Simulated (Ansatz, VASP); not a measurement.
# One calculation of BP, two programs

```
B P
1.0
     0.00000    2.33707    2.26900
     2.26900    0.00000    2.26900
     2.26900    2.33707    0.00000
B P
1 1
Direct
  0.00000 0.00000 0.00000
  0.75000 0.75000 0.75000
```

Change from the starting cell: strain +0.0300 x Voigt [0, 1, 0, 0, 0, 0], atoms carried along.

Alike in both runs: task single point; functional PBE; k mesh 10 × 10 × 10; occupations gaussian, width 0.05 eV; no spin polarisation.

|  | VASP | Ansatz |
| --- | --- | --- |
| version | VASP 6.6.1 | Ansatz 0.2.0 |
| potentials or method | VASP PAW PBE potentials, release 64 (B, P) | scalar-relativistic, plane waves, PAW |
| plane-wave cutoff (eV) | 520 | 420 |
| valence electrons in the cell | 8 | 8 |

Ansatz gave:

```
gap on the k mesh at the Fermi level (eV)       : 1.06
least direct gap on the mesh (eV)               : 3.21
pressure (GPa)                                  : -3.5
largest component of the traceless stress (GPa) : 5.34
```

**Question.** Which values does VASP return?

**Answer.** gap on the k mesh at the Fermi level (eV): 1.06; least direct gap on the mesh (eV): 3.21; pressure (GPa): -3.7; largest component of the traceless stress (GPa): 5.35.

The functional is the same, so the differences come from potentials, cutoffs and numerics.

A k mesh can miss the band edges.
